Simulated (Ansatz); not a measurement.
# SiO₂: what each run costs

Cell: 12 atoms, space group P6_322, a = 5.069 Å, b = 5.069 Å, c = 8.558 Å, α = 90.00°, β = 90.00°, γ = 120.00°.

All runs are DFT with Ansatz 0.2.0 on 1 thread of Arm Neoverse V1 (aarch64; 8 cores open to the job, memory cap 3.0 GiB, no GPU), a shared host.

(1) Rank the runs by wall time, shortest first.
A. single point, PBE, 420 eV, 6×6×3 k-points, smearing 0.02 eV
B. single point, r2SCAN, 500 eV, 6×6×3 k-points, smearing 0.02 eV
C. single point, HSE06, 420 eV, 4×4×2 k-points, smearing 0.02 eV

## Answers

(1) A (14 s, 0.4 GiB), B (33 s, 0.78 GiB), C (1.9 min, 1.9 GiB).
